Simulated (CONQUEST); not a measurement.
The system is SnSe.

```
Sn Se
1.0
     4.19000    0.00000    0.00000
     0.00000    4.46000    0.00000
     0.00000    0.00000   11.42000
Sn Se
4 4
Direct
  0.75000 0.90900 0.87700
  0.25000 0.40900 0.62300
  0.75000 0.59100 0.37700
  0.25000 0.09100 0.12300
  0.75000 0.98400 0.64300
  0.25000 0.48400 0.85700
  0.75000 0.51600 0.14300
  0.25000 0.01600 0.35700
```

Base run:

| Property | Result |
| --- | --- |
| Program | CONQUEST 1.3 |
| Functional | PBE |
| Potentials or basis | PseudoDojo NC PBE, DZP, grid cutoff 120 Ha |
| k mesh | 6 × 6 × 3 |
| Occupations | fermi-dirac, width 0.05 eV |
| Spin | no spin polarisation |

Its results: band gap on the k mesh 0.56 eV, indirect (least direct gap 0.72 eV); pressure 3.5 GPa; largest force 0.476 eV/Å.

**Question.** The run is repeated on the same cell with these changes: potentials or basis from PseudoDojo NC PBE, DZP, grid cutoff 120 Ha to PseudoDojo NC PBE, DZ, grid cutoff 120 Ha. What comes out?

**Answer.** Band gap on the k mesh 0.58 eV, indirect (least direct gap 0.72 eV); pressure 5.6 GPa; largest force 1.163 eV/Å.

Caveats: spin-orbit coupling is left out, which moves the levels of the heavy elements; an odd mesh through Γ misses points on the zone boundary, where band edges often lie; the basis of atomic orbitals isn't converged, which shifts pressures, moduli and gaps; the atomic basis is small (some runs); forces of over 1 eV/Å show positions far from the minimum, so gaps and moduli don't describe the material at rest (some runs).

Not every run made on this cell is shown here.
